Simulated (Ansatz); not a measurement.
# CdSe (F-43m): equation of state with a fit

Where is the equilibrium volume of CdSe (F-43m), and how stiff is it? The task is an equation of state with a fit, for CdSe (F-43m).

All numbers are computed with Ansatz 0.2.0 through its Python package. Level of theory: DFT PBE, plane waves, PAW.

**1. The structure**

Symmetry: F-43m, No. 216, cubic system. Conventional cell: a = 6.141 Å, b = 6.141 Å, c = 6.141 Å, α = 90.00°, β = 90.00°, γ = 90.00°. Cd (site symmetry -43m) is surrounded by 4 Se at 2.66 Å. Se (site symmetry -43m) has 4 Cd at 2.66 Å as nearest neighbours.

The script holds or builds the structure itself.

**2. Script**

eos_cdse.py reads:

```python
"""Bulk modulus of CdSe from an E(V) curve."""

import ansatz as az
from ase.eos import EquationOfState
from ase.units import GPa
import numpy as np

vectors0 = np.array([
    [0.0, 3.07027, 3.07027],
    [3.07027, 0.0, 3.07027],
    [3.07027, 3.07027, 0.0],
])
sites = [
    ("Cd", [0.0, 0.0, 0.0]),
    ("Se", [0.75, 0.75, 0.75]),
]


def make_crystal(cell):
    crystal = az.Crystal(lattice=az.Lattice.of(cell))
    for symbol, position in sites:
        crystal = crystal.atom(symbol, position)
    return crystal

# uniform scaling of the cell
volumes, energies, pressures = [], [], []
for scale in np.linspace(0.95, 1.07, 5):
    cell = vectors0 * scale ** (1 / 3)
    calc = (
        make_crystal(cell).calculation()
        .functional(az.Functional.PBE)
        .pseudopotentials("paw")
        .occupations(az.OccupationsMethod.GAUSSIAN, width=0.01)
        .basis(500)
        .kpoints(6, 6, 6)
        .stress()
    )
    data = calc.run().report
    volumes.append(abs(np.linalg.det(cell)) / len(sites))
    energies.append(data["free_energy_ev"] / len(sites))
    pressures.append(np.trace(data["stress_gpa"]) / 3)
    print(f"V = {volumes[-1]:8.4f} A^3/atom  F = {energies[-1]:.5f} eV/atom  P = {pressures[-1]:8.3f} GPa")

eos = EquationOfState(volumes, energies, eos="birchmurnaghan")
v0, e0, bulk = eos.fit()
print(f"V0 = {v0:.4f} A^3/atom, E0 = {e0:.5f} eV/atom, B = {bulk / GPa:.1f} GPa")
eos.plot("eos.png")
```

**3. Running it**

The run is started by

```sh
$ python eos_cdse.py
```

The program printed:

```text
V =  27.4950 A^3/atom  F = -6862.37005 eV/atom  P =    4.220 GPa
V =  28.3632 A^3/atom  F = -6862.38776 eV/atom  P =    2.368 GPa
V =  29.2315 A^3/atom  F = -6862.39623 eV/atom  P =    0.800 GPa
V =  30.0998 A^3/atom  F = -6862.39687 eV/atom  P =   -0.528 GPa
V =  30.9680 A^3/atom  F = -6862.39087 eV/atom  P =   -1.653 GPa
V0 = 29.7372 A^3/atom, E0 = -6862.39747 eV/atom, B = 44.8 GPa
```

Run time: 13 s. Hardware: 1 thread of Arm Neoverse V1, shared host; peak memory 0.4 GiB.

Lines on the test bed's own set-up are left out of the output.

**4. Run by run**

The 5 runs, in the order started:

| run | volume (Å³/atom) | energy from run 4 (meV/atom) | pressure (GPa) | SCF cycles | CPU time (s) |
| --- | --- | --- | --- | --- | --- |
| 1 | 27.495 | 26.81 | 4.22 | 6 | 2.4 |
| 2 | 28.363 | 9.10 | 2.37 | 6 | 2.1 |
| 3 | 29.231 | 0.64 | 0.80 | 6 | 2.2 |
| 4 | 30.100 | 0.00 | -0.53 | 6 | 2.4 |
| 5 | 30.968 | 5.99 | -1.65 | 6 | 2.4 |

**5. Results**

| quantity | value |
| --- | --- |
| runs compared | 5 |
| range of energy | 26.81 meV/atom |
| lowest point, volume (Å³/atom) | 30.100 |
| equilibrium volume (fit) | 29.74 Å³/atom |
| bulk modulus (fit) | 45 GPa |

**Reading.** A third-order Birch-Murnaghan fit through the 5 points has its minimum at 29.74 Å³ an atom, 2.7 % above the typed cell, with a bulk modulus of 45 GPa and dB/dP = 4.7. From that minimum the energy rises by 27.4 meV an atom on the compressed side and 6.6 meV on the expanded side. Reading the output:
- Pressure is positive in compression.
- The structure comes from a database of computed cells and needn't be a stable or known phase.
